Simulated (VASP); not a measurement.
# GaN (strained rocksalt): a PBE single-point calculation in VASP

INCAR

```
NSW = 0
PREC = Accurate
ISMEAR = -1
LELF = .TRUE.
LREAL = .FALSE.
ENCUT = 520
LWAVE = .FALSE.
LCHARG = .TRUE.
ISIF = 2
NBANDS = 16
NELM = 120
GGA = PE
SIGMA = 0.02
LASPH = .TRUE.
IBRION = -1
EDIFF = 1E-7
```

KPOINTS

```
KPOINTS created by Atomic Simulation Environment
0
Gamma
10 10 10
0 0 0
```

KPOINTS_OPT

```
special points
8
Reciprocal
0.0000000000 0.0000000000 0.0000000000 1
0.5000000000 0.0000000000 0.5000000000 1
0.6250000000 0.2500000000 0.6250000000 1
0.3750000000 0.3750000000 0.7500000000 1
0.5000000000 0.5000000000 0.5000000000 1
0.5000000000 0.2500000000 0.7500000000 1
0.1796880000 -0.0104170000 -0.1927080000 1
0.0000000000 0.5000000000 0.5000000000 1
```

POSCAR

```
Ga N
 1.0000000000000000
     0.0000000000000000    2.1085152378999998    2.1085152378999998
     1.9826368781999999    0.0000000000000000    2.1085152378999998
     1.9826368781999999    2.1085152378999998    0.0000000000000000
 Ga  N
   1   1
Cartesian
  0.0000000000000000  0.0000000000000000  0.0000000000000000
  1.9826368781999999  2.1085152378999998  2.1085152378999998
```

VASP ran with the recommended PBE PAW datasets (18 valence electrons in the cell).

Command

```
mpirun -np 1 vasp_std
```

OSZICAR

```
N       E                     dE             d eps       ncg     rms          rms(c)
DAV:   1     0.715915343692E+02    0.71592E+02   -0.92891E+03  3864   0.218E+03
DAV:   2    -0.895706127842E+01   -0.80549E+02   -0.74986E+02  3776   0.316E+02
DAV:   3    -0.129241291444E+02   -0.39671E+01   -0.39552E+01  3760   0.617E+01
DAV:   4    -0.129561592440E+02   -0.32030E-01   -0.32028E-01  4136   0.578E+00
DAV:   5    -0.129565252109E+02   -0.36597E-03   -0.36597E-03  3840   0.568E-01    0.762E+00
DAV:   6    -0.110426679002E+02    0.19139E+01   -0.42572E+00  4696   0.428E+01    0.242E+00
DAV:   7    -0.110348745358E+02    0.77934E-02   -0.27631E-01  3840   0.531E+00    0.161E+00
DAV:   8    -0.110218532090E+02    0.13021E-01   -0.26813E-02  3928   0.254E+00    0.455E-01
DAV:   9    -0.110201139988E+02    0.17392E-02   -0.68839E-03  4112   0.230E+00    0.105E-01
DAV:  10    -0.110200719539E+02    0.42045E-04   -0.51847E-04  3976   0.303E-01    0.128E-02
DAV:  11    -0.110200754285E+02   -0.34746E-05   -0.35782E-05  3904   0.633E-02    0.133E-02
DAV:  12    -0.110200774467E+02   -0.20182E-05   -0.20273E-06  4112   0.313E-02    0.194E-03
DAV:  13    -0.110200774637E+02   -0.17027E-07   -0.31258E-07  3760   0.552E-03
   1 F= -.11020077E+02 E0= -.11020077E+02  d E =-.452597E-09
       N       E                     dE             ncg
DAV:   1     0.207948084700E+04   -0.59649E+04      320
DAV:   2     0.149271746391E+04   -0.58676E+03      312
DAV:   3     0.146608924067E+04   -0.26628E+02      280
DAV:   4     0.146587770886E+04   -0.21153E+00      352
DAV:   5     0.146587551690E+04   -0.21920E-02      280
DAV:   6     0.146587545652E+04   -0.60386E-04      376
DAV:   7     0.146587545508E+04   -0.14408E-05      272
DAV:   8     0.146587545502E+04   -0.56842E-07      296
```

From OUTCAR

```
k-points           NKPTS =    102   k-points in BZ     NKDIM =    102   number of bands    NBANDS=     16

   NELECT =      18.0000    total number of electrons

   dimension x,y,z NGX =    24 NGY =   24 NGZ =   24
   dimension x,y,z NGXF=    48 NGYF=   48 NGZF=   48

  energy-cutoff  :      520.00
  volume of cell :       17.63
      direct lattice vectors                 reciprocal lattice vectors
     0.000000000  2.108515238  2.108515238    -0.252189398  0.237133691  0.237133691
     1.982636878  0.000000000  2.108515238     0.252189398 -0.237133691  0.237133691
     1.982636878  2.108515238  0.000000000     0.252189398  0.237133691 -0.237133691

 k-points in reciprocal lattice and weights: KPOINTS created by Atomic Simulation Env
   0.00000000  0.00000000  0.00000000       0.001
   0.10000000  0.00000000  0.00000000       0.008
   0.20000000  0.00000000  0.00000000       0.008
   0.30000000  0.00000000  0.00000000       0.008
   0.40000000  0.00000000  0.00000000       0.008
   0.50000000  0.00000000  0.00000000       0.004
   0.10000000  0.10000000  0.00000000       0.004
   0.20000000  0.10000000  0.00000000       0.016
   ...

 E-fermi :   9.1439

 k-point     1 :       0.0000    0.0000    0.0000
  band No.  band energies     occupation
      1      -9.2632      2.00000
      2      -5.2080      2.00000
      3      -5.2080      2.00000
      4      -5.1687      2.00000
      5      -5.1318      2.00000
      6      -5.0302      2.00000
      7       7.7680      2.00000
      8       8.3717      2.00000
      9       8.3717      2.00000
     10      11.8608      0.00000
     11      23.8051      0.00000
     12      23.8051      0.00000
     13      24.2799      0.00000
     14      24.7313      0.00000
     15      24.7313      0.00000
     16      25.1648      0.00000

 k-point     2 :       0.1000    0.0000    0.0000
  band No.  band energies     occupation
      1      -9.0545      2.00000
      2      -5.2114      2.00000
      3      -5.2014      2.00000
      4      -5.1641      2.00000
      5      -5.1372      2.00000
      6      -5.0547      2.00000
      7       6.9641      2.00000
      8       8.1219      2.00000
      9       8.3685      2.00000
     10      12.7359      0.00000
     11      21.3739      0.00000
     12      22.6960      0.00000
     13      23.7391      0.00000
     14      24.8420      0.00000
     15      25.1188      0.00000
     16      26.6911      0.00000

 k-point     3 :       0.2000    0.0000    0.0000
  band No.  band energies     occupation
      1      -8.4483      2.00000
      2      -5.2491      2.00000
      3      -5.2386      2.00000
      4      -5.1840      2.00000
      5      -5.0852      2.00000
      6      -5.0691      2.00000
      7       4.9341      2.00000
      8       8.2421      2.00000
      9       8.3697      2.00000
     10      13.9486      0.00000
     11      19.2904      0.00000
     12      20.7702      0.00000
     13      22.3806      0.00000
     14      24.9708      0.00000
     15      26.3833      0.00000
     16      26.8234      0.00000

 k-point     4 :       0.3000    0.0000    0.0000
  band No.  band energies     occupation
      1      -7.5196      2.00000
      2      -5.3290      2.00000
      3      -5.3016      2.00000
      4      -5.2536      2.00000
      5      -5.0189      2.00000
      6      -4.9977      2.00000
      7       2.7715      2.00000
      8       8.3918      2.00000
      9       8.4650      2.00000
     10      14.2659      0.00000
     11      18.6198      0.00000
     12      19.1127      0.00000
     13      20.8374      0.00000
     14      25.0474      0.00000
     15      28.3905      0.00000
     16      28.3935      0.00000

 k-point     5 :       0.4000    0.0000    0.0000
  band No.  band energies     occupation
      1      -6.4677      2.00000
      2      -5.3947      2.00000
      3      -5.3782      2.00000
      4      -5.3360      2.00000
      5      -4.9691      2.00000
      6      -4.9240      2.00000
      7       0.9584      2.00000
      8       8.4279      2.00000
      9       8.6744      2.00000
     10      13.8831      0.00000
     11      18.0230      0.00000
     12      18.8584      0.00000
     13      19.7108      0.00000
     14      25.4856      0.00000
     15      30.7513      0.00000
     16      30.9307      0.00000

 k-point     6 :       0.5000    0.0000    0.0000
  band No.  band energies     occupation
      1      -5.8152      2.00000
      2      -5.5051      2.00000
      3      -5.4198      2.00000
      4      -5.3983      2.00000
      5      -4.9497      2.00000
      6      -4.8955      2.00000
      7       0.1727      2.00000
      8       8.4466      2.00000
      9       8.7621      2.00000
     10      13.6692      0.00000
     11      17.6426      0.00000
     12      19.1524      0.00000
     13      19.1655      0.00000
     14      25.8129      0.00000
     15      32.9150      0.00000
     16      33.0521      0.00000

 k-point     7 :       0.1000    0.1000    0.0000
  band No.  band energies     occupation
      1      -9.0105      2.00000
      2      -5.2279      2.00000
      3      -5.1781      2.00000
      4      -5.1682      2.00000
      5      -5.1494      2.00000
      6      -5.0271      2.00000
      7       7.4464      2.00000
      8       7.5029      2.00000
      9       8.1518      2.00000
     10      13.0168      0.00000
     11      21.6502      0.00000
     12      21.6932      0.00000
     13      22.8526      0.00000
     14      23.6394      0.00000
     15      27.2099      0.00000
     16      28.0015      0.00000

 k-point     8 :       0.2000    0.1000    0.0000
  band No.  band energies     occupation
      1      -8.5736      2.00000
      2      -5.2475      2.00000
      3      -5.2301      2.00000
      4      -5.1433      2.00000
      5      -5.1098      2.00000
      6      -5.0224      2.00000
      7       5.7366      2.00000
      8       7.6262      2.00000
      9       8.1189      2.00000
     10      14.0990      0.00000
     11      19.3478      0.00000
     12      20.2044      0.00000
     13      22.5195      0.00000
     14      24.1486      0.00000
     15      27.4947      0.00000
     16      28.8778      0.00000

 k-point     9 :       0.3000    0.1000   -0.0000
  band No.  band energies     occupation
      1      -7.8109      2.00000
      2      -5.3101      2.00000
      3      -5.2677      2.00000
      4      -5.1813      2.00000
      5      -5.0060      2.00000
      6      -4.9817      2.00000
      7       3.6432      2.00000
      8       7.7327      2.00000
      9       8.0917      2.00000
     10      14.8541      0.00000
     11      17.5680      0.00000
     12      19.3872      0.00000
     13      21.5704      0.00000
     14      25.2083      0.00000
     15      27.7229      0.00000
     16      29.8213      0.00000

 k-point    10 :       0.4000    0.1000    0.0000
  band No.  band energies     occupation
      1      -6.9066      2.00000
      2      -5.3848      2.00000
      3      -5.3166      2.00000
      4      -5.1943      2.00000
      5      -4.9449      2.00000
      6      -4.8415      2.00000
      7       1.6813      2.00000
      8       7.8866      2.00000
      9       7.9786      2.00000
     10      14.7984      0.00000
     11      16.7108      0.00000
     12      19.2924      0.00000
     13      20.6533      0.00000
     14      26.0601      0.00000
     15      28.9267      0.00000
     16      31.7901      0.00000

 k-point    11 :       0.5000    0.1000    0.0000
  band No.  band energies     occupation
      1      -6.2527      2.00000
      2      -5.4454      2.00000
      3      -5.3686      2.00000
      4      -5.1767      2.00000
      5      -4.9319      2.00000
      6      -4.6673      2.00000
      7       0.4365      2.00000
      8       7.5898      2.00000
      9       8.3090      2.00000
     10      14.5394      0.00000
     11      16.6055      0.00000
     12      19.1074      0.00000
     13      20.2496      0.00000
     14      26.6714      0.00000
     15      30.6612      0.00000
     16      33.0247      0.00000

 k-point    12 :      -0.4000    0.1000   -0.0000
  band No.  band energies     occupation
      1      -6.2646      2.00000
      2      -5.4591      2.00000
      3      -5.3803      2.00000
      4      -5.2221      2.00000
      5      -4.9630      2.00000
      6      -4.7251      2.00000
      7       0.6709      2.00000
      8       7.3264      2.00000
      9       8.6160      2.00000
     10      14.5825      0.00000
     11      17.0395      0.00000
     12      19.1001      0.00000
     13      19.8850      0.00000
     14      26.5818      0.00000
     15      30.4099      0.00000
     16      31.7975      0.00000

 ...

  Total        4.5409684      2.4166570      2.4166570      0.0000000      0.0000000      0.0000000
  in kB      412.6980319    219.6336733    219.6336733      0.0000000      0.0000000      0.0000000
  external PRESSURE =     283.9884595 kB  Pullay stress =       0.0000000 kB

 POSITION                                       TOTAL-FORCE (eV/Angst)
 -----------------------------------------------------------------------------------
      0.00000      0.00000      0.00000         0.000000      0.000000      0.000000
      1.98264      2.10852      2.10852         0.000000      0.000000     -0.000000
 -----------------------------------------------------------------------------------
    total drift:                                0.000000     -0.000000     -0.000000

  FREE ENERGIE OF THE ION-ELECTRON SYSTEM (eV)
  ---------------------------------------------------
  free  energy   TOTEN  =       -11.0200774637 eV

  energy  without entropy=      -11.0200774633  energy(sigma->0) =      -11.02007746
```

```
gap between bands v and c : 0.63 eV
least direct gap          : 3.49 eV
pressure                  : 28.4 GPa
```

Band v is the last that the valence electrons fill when counted band by band, and c is the next.

The run took about 24 s on one core of a shared host (Intel Xeon Platinum 8488C) and held 0.18 GiB at most.
